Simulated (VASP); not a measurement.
Set up this calculation in VASP 6.6.1, as the native input.

```
Task                               : band structure
Functional                         : HSE06
Potentials or basis                : VASP PAW PBE potentials, release 64 (Ba_sv, Hf_pv, O)
Cutoff                             : 520 eV
k mesh                             : 4 × 4 × 4
Occupations                        : gaussian, width 0.02 eV
Spin                               : no spin polarisation
Grid for exact exchange (PRECFOCK) : Fast
Screening parameter                : 0.2 1/A
Further INCAR settings             : ALGO = Normal; EDIFF = 1e-06; NBANDS = 27
```

Crystal: BaHfO3.

```
Ba Hf O
1.0
     4.15354    0.00000    0.00000
     0.00000    4.15354    0.00000
     0.00000    0.00000    4.15354
Ba Hf O
1 1 3
Direct
  0.50000 0.50000 0.50000
  0.00000 0.00000 0.00000
  0.00000 0.50000 0.00000
  0.50000 0.00000 0.00000
  0.00000 0.00000 0.50000
```

The cell comes from a database or a generator and needn't be the stable form of this composition.

One way to write it, as run:

POSCAR

```
BaHfO3
1.0
    4.1535400000      0.0000000000      0.0000000000
    0.0000000000      4.1535400000      0.0000000000
    0.0000000000      0.0000000000      4.1535400000
Ba Hf O
1 1 3
Direct
    0.5000000000      0.5000000000      0.5000000000
    0.0000000000      0.0000000000      0.0000000000
    0.0000000000      0.5000000000      0.0000000000
    0.5000000000      0.0000000000      0.0000000000
    0.0000000000      0.0000000000      0.5000000000
```

INCAR.step1

```
ALGO = Normal
EDIFF = 1E-5
ENCUT = 520
GGA = PE
ISIF = 2
ISMEAR = 0
LASPH = True
LCHARG = False
LMAXMIX = 4
LREAL = False
LWAVE = True
NBANDS = 27
NELM = 100
PREC = Accurate
SIGMA = 0.02
```

INCAR.step2

```
ALGO = Normal
EDIFF = 1E-6
ENCUT = 520
GGA = PE
HFSCREEN = 0.2
ISIF = 2
ISMEAR = 0
ISTART = 1
LASPH = True
LCHARG = False
LHFCALC = True
LMAXMIX = 4
LREAL = False
LWAVE = False
NBANDS = 27
NELM = 100
PREC = Accurate
PRECFOCK = Fast
SIGMA = 0.02
```

KPOINTS

```
k-points
0
Gamma
  4 4 4
```

KPOINTS_OPT

```
path GXMGRX,MR
12
line-mode
reciprocal
 0.0000000000  0.0000000000  0.0000000000  G
 0.0000000000  0.5000000000  0.0000000000  X

 0.0000000000  0.5000000000  0.0000000000  X
 0.5000000000  0.5000000000  0.0000000000  M

 0.5000000000  0.5000000000  0.0000000000  M
 0.0000000000  0.0000000000  0.0000000000  G

 0.0000000000  0.0000000000  0.0000000000  G
 0.5000000000  0.5000000000  0.5000000000  R

 0.5000000000  0.5000000000  0.5000000000  R
 0.0000000000  0.5000000000  0.0000000000  X

 0.5000000000  0.5000000000  0.0000000000  M
 0.5000000000  0.5000000000  0.5000000000  R
```

Potentials or basis: VASP PAW PBE potentials, release 64 (Ba_sv, Hf_pv, O).

Run with:

```sh
$ cat potpaw_PBE.64/Ba_sv/POTCAR potpaw_PBE.64/Hf_pv/POTCAR potpaw_PBE.64/O/POTCAR > POTCAR
$ cp INCAR.step1 INCAR
$ mpirun -np 1 vasp_std > vasp.out
$ cp INCAR.step2 INCAR
$ mpirun -np 1 vasp_std > vasp.out
```

Results of the run:

```yaml
Pressure: 1.5 GPa
Band_gap_on_the_k_mesh: 5.11 eV, indirect (least direct gap 5.35 eV)
Band_gap_along_the_path: 5.11 eV, indirect (least direct gap 5.35 eV)
```

Caveat: the PAW data sets were made with another functional, which shifts forces and pressure a little; spin-orbit coupling is left out, which moves the levels of the heavy elements.

It took 80 min on 1 thread of AMD EPYC 9R45 96-Core Processor (Zen 5) (shared host), peak memory 0.32 GiB.
